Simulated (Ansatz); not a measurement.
Write the native input for Ansatz 0.2.0 that does the following.

```yaml
Task: single point
Functional: PBE
Potentials_or_basis: Ansatz PAW
Cutoff: "420 eV (not typed: the program's choice for these potentials)"
k_mesh: 11 × 11 × 11
Occupations: gaussian, width 0.028 eV
Spin: no spin polarisation
```

The system is NbP.

```
CELL_PARAMETERS angstrom
-1.67492 1.67492 5.74011
1.67492 -1.67492 5.74011
1.67492 1.67492 -5.74011
ATOMIC_POSITIONS crystal
Nb 0.24988 0.74988 0.50000
Nb 0.49988 0.49988 0.00000
P 0.83275 0.33275 0.50000
P 0.08275 0.08275 0.00000
```

The cell is a database's computed one.

One way to write it, as run:

input.yaml

```yaml
crystal:
  lattice:
    - [-1.6749232544, 1.6749232544, 5.7401081759]
    - [1.6749232544, -1.6749232544, 5.7401081759]
    - [1.6749232544, 1.6749232544, -5.7401081759]
  atoms:
    - { symbol: Nb, position: [0.2498808, 0.7498808, 0.5] }
    - { symbol: Nb, position: [0.4998808, 0.4998808, 0.0] }
    - { symbol: P, position: [0.83274777, 0.33274777, 0.5] }
    - { symbol: P, position: [0.08274777, 0.08274777, 0.0] }
hamiltonian:
  xc: pbe
  pseudopotentials: { kind: paw }
kpoints:
  mp_grid: { grid: [11, 11, 11] }
scf:
  occupations: { method: gaussian, width: 0.028 }
output:
  forces: true
  stress: true
  eigenvalues: true
```

Potentials or basis: Ansatz PAW.

Launch:

```sh
$ ansatz run input.yaml --threads 2 --pin off --max-ram 5632MiB --backend cpu --events-out ev --progress --plain --runs-dir out
```

It gave:

The pressure is -1.1 GPa. The largest force is 0.020 eV/Å and the band gap on the k mesh is none (metal or under the smearing width).

Run time: 3.6 s on 2 threads of Intel(R) Xeon(R) 6975P-C (Granite Rapids), on a shared host, peak memory 0.51 GiB.
